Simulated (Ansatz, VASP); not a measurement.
Two plane-wave programs on SnSe

```
Sn Se
1.0
     0.00000    3.01000    3.01000
     3.01000    0.00000    3.01000
     3.01000    3.01000    0.00000
Sn Se
1 1
Direct
  0.00000 0.00000 0.00000
  0.50000 0.50000 0.50000
```

Measurements of this composition are mostly on another form, of space group No. 62.

Alike in both runs: task single point; functional r2SCAN; k mesh 10 × 10 × 10; occupations gaussian, width 0.02 eV; no spin polarisation.

```csv
,VASP,Ansatz
version,VASP 6.6.1,Ansatz 0.2.0
potentials or method,"VASP PAW PBE potentials, release 64 (Sn_d, Se)","scalar-relativistic, plane waves, PAW"
plane-wave cutoff (eV),520,500
valence electrons in the cell,20,30
```

|  | VASP | Ansatz | Ansatz less VASP |
| --- | --- | --- | --- |
| gap on the k mesh at the Fermi level (eV) | 0.45 | 0.46 | 0.000 |
| least direct gap on the mesh (eV) | 0.45 | 0.46 | 0.000 |
| pressure (GPa) | 0.0 | 0.0 | 0.00 |

The functional is the same, so the differences come from potentials, cutoffs and numerics. The two sets of potentials don't hold the same shells in valence.

Caveats: the PAW data sets were made with another functional, which shifts forces and pressure a little (VASP); spin-orbit coupling is left out, which moves the levels of the heavy elements.
